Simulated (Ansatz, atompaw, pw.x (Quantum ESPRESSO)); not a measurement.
pw.x on bcc Al: one setting changed

Potential: PAW, atompaw 4.2.0.5, PBE; core [Ne], reference 3s2 3p1; waves: 3s (bound): rc 2.20 bohr; 3s channel at -0.25 Ry: rc 2.20 bohr; 3p (bound): rc 2.20 bohr; 3p channel at 0.2 Ry: rc 2.20 bohr; 3d channel at 0.35 Ry: rc 2.20 bohr; 3d channel at 1.9 Ry: rc 2.20 bohr; local part: troulliermartins scheme with l = 3 at 1 Ry, radius 2.00 bohr; core correction: smooth core density matched at 1.60 bohr; augmentation: besselshape compensation charge, radius 2.10 bohr; PAW radius 2.20 bohr; waves and projectors: custom rrkj gramschmidtortho.

The reference run (k-mesh 14³, cutoffs 40/400 Ry, Fermi–Dirac 0.01 Ry, mixing_beta 0.4, conv_thr 1e-9, no spin) gives 0.11 GPa at 16.945 Å³/atom, where all-electron LAPW gives 0.07 GPa. This run, with its own iteration cap, changes degauss to 0.005.

```
&control
  calculation='scf', prefix='x', pseudo_dir='./', outdir='./tmp', tstress=.true., disk_io='none'
/
&system
  ibrav=0, nat=1, ntyp=1, ecutwfc=40, ecutrho=400, nbnd=8,
  occupations='smearing', smearing='fd', degauss=0.005
/
&electrons
  conv_thr=1e-09, mixing_beta=0.4, electron_maxstep=60
/
ATOMIC_SPECIES
Al 1.0 Al.UPF
CELL_PARAMETERS angstrom
  -1.61805716 1.61805716 1.61805716
  1.61805716 -1.61805716 1.61805716
  1.61805716 1.61805716 -1.61805716
ATOMIC_POSITIONS crystal
Al 0.0000 0.0000 0.0000
K_POINTS automatic
14 14 14 0 0 0
```

```bash
pw.x < Al.scf.in > Al.scf.out
```

Problem. How does the run end?

Solution. It converges in 7 iterations; the free energy moves by +8.9 meV/atom and the pressure by +0.03 GPa. In a metal, with Fermi–Dirac smearing, F lies below its zero-width value by a term in the square of the width.

```
Message from routine setup:
     using ibrav=0 with symmetry is DISCOURAGED, use correct ibrav instead
     lattice parameter (alat)  =       5.2961  a.u.
     unit-cell volume          =     114.3505 (a.u.)^3
     number of electrons       =         3.00
     number of Kohn-Sham states=            8
     kinetic-energy cutoff     =      40.0000  Ry
     charge density cutoff     =     400.0000  Ry
     scf convergence threshold =      1.0E-09
     Exchange-correlation= SLA PW PBX PBC
     number of k points=   104  Fermi-Dirac smearing, width (Ry)=  0.0050
     negative rho (up, down):  1.084E-03 0.000E+00
     iteration #  1     ecut=    40.00 Ry     beta= 0.40
     negative rho (up, down):  1.883E-03 0.000E+00
     total energy              =     -39.49696446 Ry
     estimated scf accuracy    <       0.00544255 Ry
     iteration #  2     ecut=    40.00 Ry     beta= 0.40
     negative rho (up, down):  3.626E-03 0.000E+00
     total energy              =     -39.49624170 Ry
     estimated scf accuracy    <       0.00177169 Ry
     iteration #  3     ecut=    40.00 Ry     beta= 0.40
     negative rho (up, down):  3.682E-03 0.000E+00
     total energy              =     -39.49629876 Ry
     estimated scf accuracy    <       0.00000099 Ry
     iteration #  4     ecut=    40.00 Ry     beta= 0.40
     negative rho (up, down):  3.657E-03 0.000E+00
     total energy              =     -39.49630321 Ry
     estimated scf accuracy    <       0.00000002 Ry
     iteration #  5     ecut=    40.00 Ry     beta= 0.40
     negative rho (up, down):  3.625E-03 0.000E+00
     total energy              =     -39.49630320 Ry
     estimated scf accuracy    <          7.3E-09 Ry
     iteration #  6     ecut=    40.00 Ry     beta= 0.40
     negative rho (up, down):  3.634E-03 0.000E+00
     total energy              =     -39.49630320 Ry
     estimated scf accuracy    <          1.2E-09 Ry
     iteration #  7     ecut=    40.00 Ry     beta= 0.40
     negative rho (up, down):  3.634E-03 0.000E+00
     the Fermi energy is     7.6928 ev
!    total energy              =     -39.49630320 Ry
     estimated scf accuracy    <          4.2E-12 Ry
     smearing contrib. (-TS)   =      -0.00045338 Ry
     The total energy is F=E-TS. E is the sum of the following terms:
     one-electron contribution =       3.10762383 Ry
     hartree contribution      =       0.00651833 Ry
     xc contribution           =      -2.32553057 Ry
     ewald contribution        =      -5.35586600 Ry
     one-center paw contrib.   =     -34.92859540 Ry
     convergence has been achieved in   7 iterations
     negative rho (up, down):  3.634E-03 0.000E+00
          total   stress  (Ry/bohr**3)                   (kbar)     P=        1.34
     Message from routine punch:
     Nothing written, as per user request (disk_io='none')
```

The run took about 6.5 s on one core of a shared host (Intel(R) Xeon(R) 6975P-C, 192 threads, 1512 GiB, load 65).
